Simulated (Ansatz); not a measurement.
VH2:

```
V H
1.0
     0.00000    2.13550    2.13550
     2.13550    0.00000    2.13550
     2.13550    2.13550    0.00000
V H
1 2
Cartesian
  0.0000 0.0000 0.0000
  3.2032 3.2032 3.2032
  1.0677 1.0677 1.0677
```

Base run:

| Quantity | Value |
| --- | --- |
| Program | Ansatz 0.2.0 |
| Functional | r2SCAN |
| Potentials or basis | Ansatz PAW |
| Cutoff | 500 eV |
| Density cutoff | 2000 eV |
| k mesh | 11 × 11 × 11 |
| Occupations | fermi-dirac, width 0.05 eV |
| Spin | collinear spin, ferromagnetic start |
| Starting moments | [2.0, 0.0, 0.0] μB |

Its results: band gap on the k mesh none (metal or under the smearing width); pressure -2.4 GPa; net moment 1.24 μB per cell; site moments V +0.90; H +0.00 μB.

Task: After a change of settings the same cell gave: band gap on the k mesh none (metal or under the smearing width); pressure 39.6 GPa; net moment 2.85 μB per cell; site moments V +1.95; H -0.01 μB. Which change was it?
A. hubbard terms from none to V d U = 5 eV; hubbard projectors from none to ortho-atomic (the default)
B. functional from r2SCAN to PBEsol; cutoff from 500 eV to 420 eV; density cutoff from 2000 eV to 1680 eV; occupations from fermi-dirac, width 0.05 eV to gaussian, width 0.02 eV
C. hubbard terms from none to V d U = 1 eV; hubbard projectors from none to ortho-atomic (the default)

Result: A.

Caveats: the magnetic or orbital state may not be the lowest; the PAW data sets come from PBE, with cores solved anew for the run's functional, which leaves a small shift of forces and pressure; a pressure of tens of GPa on the cell as given is suspect, and the run, the potentials or the cell itself is likely at fault (some runs); the U is typed as a test and isn't derived for this compound (some runs).

Not every run made on this cell is shown here.
